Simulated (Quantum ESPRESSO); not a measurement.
Sr: phonons at points of the zone under several settings

```
CELL_PARAMETERS angstrom
0.00000 3.04235 3.04235
3.04235 0.00000 3.04235
3.04235 3.04235 0.00000
ATOMIC_POSITIONS crystal
Sr 0.00000 0.00000 0.00000
```

All runs used Quantum ESPRESSO 7.5; potentials GBRV 1.5 PBE; k mesh 8 × 8 × 8; relaxed cell; no spin polarisation; cutoff 612 eV; occupations cold, width 0.2 eV.

| level | point | frequencies (cm⁻¹) |
| --- | --- | --- |
| PBE | L (0.500, 0.500, 0.500) | 49 49 93 |
| PBE | K (0.375, 0.375, 0.750) | 68 82 96 |
| PBE | W (0.500, 0.250, 0.750) | ? |
| PBE | X (0.500, 0.000, 0.500) | 78 78 103 |

Q: What stands in the row left open?

A: Frequencies 67 91 91 cm⁻¹.
